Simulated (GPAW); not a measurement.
Runs of GPAW 26.7.0 on BaTiO3. It takes space group Pm-3m (No. 221, cubic). The conventional cell has a = 4.006 Å, b = 4.006 Å, c = 4.006 Å, α = 90.00°, β = 90.00°, γ = 90.00°. Ba (site symmetry m-3m) is surrounded by 12 O at 2.83 Å. Ti (site symmetry m-3m) is surrounded by 6 O at 2.00 Å. O (site symmetry 4/mmm) has 2 Ti at 2.00 Å as nearest neighbours. 

```tsv
task	level	potentials or basis	U	k mesh	cutoff (eV)	maxiter	band path	band points	convergence	gap on the mesh (eV)	pressure (GPa)
band structure	PBEsol+U	PAW data sets generated in the run's folder for this functional, pw	Ti d U = 3 eV	7 × 7 × 7	800	150	GXMGRX,MR	80	-	2.20	-1.8
band structure	PBEsol+U	PAW data sets generated in the run's folder for this functional, pw	Ti d U = 6 eV	7 × 7 × 7	800	150	GXMGRX,MR	80	-	(b)	(c)
band structure	PBEsol+U	PAW data sets generated in the run's folder for this functional, pw	Ti d U = 1 eV	7 × 7 × 7	800	150	GXMGRX,MR	80	-	1.92	(a)
band structure	PBEsol+U	PAW data sets generated in the run's folder for this functional, pw	Ti d U = 4 eV	7 × 7 × 7	800	150	GXMGRX,MR	80	-	2.35	-1.4
single point	PBE	GPAW PAW data sets (gpaw-data 1.2.1), pw	-	6 × 6 × 6	600	120	-	-	default	1.78	-1.4
```

Alike in all rows: no spin polarisation; cell as given; smearing fermi-dirac 0.05 eV.

**Question.** Estimate the missing entries.

**Answer.** (a) -2.7; (b) 2.67; (c) -0.4.

Caveats: spin-orbit coupling is left out, which moves the levels of the heavy elements; the cutoff is short for stress and forces, so pressures can be off by a GPa or more (some runs).

A k mesh can miss the band edges, and the runs leave out spin-orbit coupling on Ba.
